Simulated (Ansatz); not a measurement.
**Convergence of Be₂C**

```
Be C
1.0
     0.00000    2.16500    2.16500
     2.16500    0.00000    2.16500
     2.16500    2.16500    0.00000
Be C
2 1
Direct
  0.25000 0.25000 0.25000
  0.75000 0.75000 0.75000
  0.00000 0.00000 0.00000
```

Atom numbers follow the list: Be1, Be2, C3.

The cell is COD entry 9009053, as deposited and not checked against the literature; nothing was relaxed.

Computed with DFT, PBE, all-electron LAPW, scalar-relativistic in Ansatz 0.2.0.

Settings: a Γ-centred 14×14×14 k mesh, Fermi–Dirac smearing of 0.08 eV, basis error target 0.5 meV/atom, no spin polarisation. One setting is then changed at a time.

| filling | energy at zero smearing less the base's (meV/atom) | P (GPa) | cutoff chosen (eV) |
| --- | --- | --- | --- |
| Fermi–Dirac 0.08 eV (base) | 0.0 | -0.32 | 314 |
| tetrahedron | 0.0 | – | 314 |
| cold 0.15 eV | 0.0 | -0.32 | 314 |
| Gaussian 0.05 eV | 0.0 | -0.32 | 314 |
| Fermi–Dirac 0.15 eV | 0.0 | -0.32 | 314 |
| Fermi–Dirac 0.28 eV | ? | -0.30 | 314 |

Q: What belongs in the row "Fermi–Dirac 0.28 eV", column "energy at zero smearing less the base's (meV/atom)"?

A: 0.6.
